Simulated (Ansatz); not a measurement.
## CdSe: energy along a strain

CdSe, P6_3mc, a = 4.298 Å, c = 7.015 Å (as given, not relaxed at this level: 3.0 GPa, forces to 0.02 eV/Å). Ansatz: PBE, PAW, 420 eV, Γ-centred 6×6×4 mesh on 4 atoms, Gaussian smearing 0.05 eV; no spin polarisation. Cell vectors (Å): 4.298 0.000 0.000; -2.149 3.723 0.000; 0.000 0.000 7.015. The cell is strained by x per cent times the pattern (0 0 0 0 0 1) in the order xx yy zz yz xz xy (engineering shears), with fractional coordinates held. y is the free energy over the start, V0 = 28.064 Å³/atom. Symmetry makes y even in x.

```tsv
x (%)	y (meV/atom)
-4.00	5.18
-2.00	1.29
0.00	0.00
0.50	0.08
1.00	0.33
1.50	0.73
2.50	2.02
3.00	?
3.50	3.96
```

Question: Fit y = c2 x² + c4 x⁴ to the other rows, get the stiffness along the pattern, and predict the missing energy.

Answer: Least squares on the rows shown. y = 0.3228 x² + 5.058×10⁻⁵ x⁴. The clamped-ion stiffness p·C·p = 2 × 3.228 eV × 160.2 / 28.064 Å³ = 37 GPa, which is C66 in these axes (second derivative at the start, which stands under stress). At x = 3.00 the fit asked for gives 2.91 meV/atom. The run gave 2.91 meV/atom, the same to the digits shown.